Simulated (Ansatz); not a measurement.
All numbers below come from DFT PBE+D3(BJ), scalar-relativistic, plane waves, PAW in Ansatz 0.2.0. Cutoff 420 eV, Γ-centred 12×12×1 mesh (6-atom cell), Gaussian smearing of 0.02 eV, no spin polarisation.

Energies over the elements count from the elements' standard structures at the same level, with no fitted energy shifts.

**Question.** Find a candidate two-dimensional semiconductor made of S and Zr, with a gap near 0.9 eV, a formation energy near −1.54 eV/atom and about 1.9 Å² per atom, in a cell of 6 atoms.

**Answer.** ZrS2, layer group p-3m1 (No. 72). The sheet is periodic along a and b; c holds vacuum. Zr at height 1.46 Å has 6 S at 2.56 Å; S at height 0.00 Å has 3 Zr at 2.56 Å; S at height 2.92 Å has 3 Zr at 2.56 Å.

```
CELL_PARAMETERS angstrom
3.64531 0.00000 0.00000
-1.82266 3.15693 0.00000
0.00000 0.00000 41.17522
ATOMIC_POSITIONS crystal
Zr 0.00000 0.00000 0.20765
Zr 0.66667 0.33333 0.35094
S 0.33333 0.66667 0.17220
S 0.66667 0.33333 0.24300
S 0.33333 0.66667 0.38639
S 0.00000 0.00000 0.31559
```

* Area per atom: 1.92 Å²
* Thickness between the outermost nuclei: 8.82 Å
* Energy over the elements: −1.538 eV/atom
* Gap on the 12×12×1 mesh of the 6-atom cell: 0.93 eV

It was reached by relaxing an invented guess, and it needn't be the stable form of this composition. Other answers may fit too; this one was computed.

Kohn–Sham gaps at this level usually fall short of measured ones. A structure relaxed within its symmetry needn't be a true minimum.
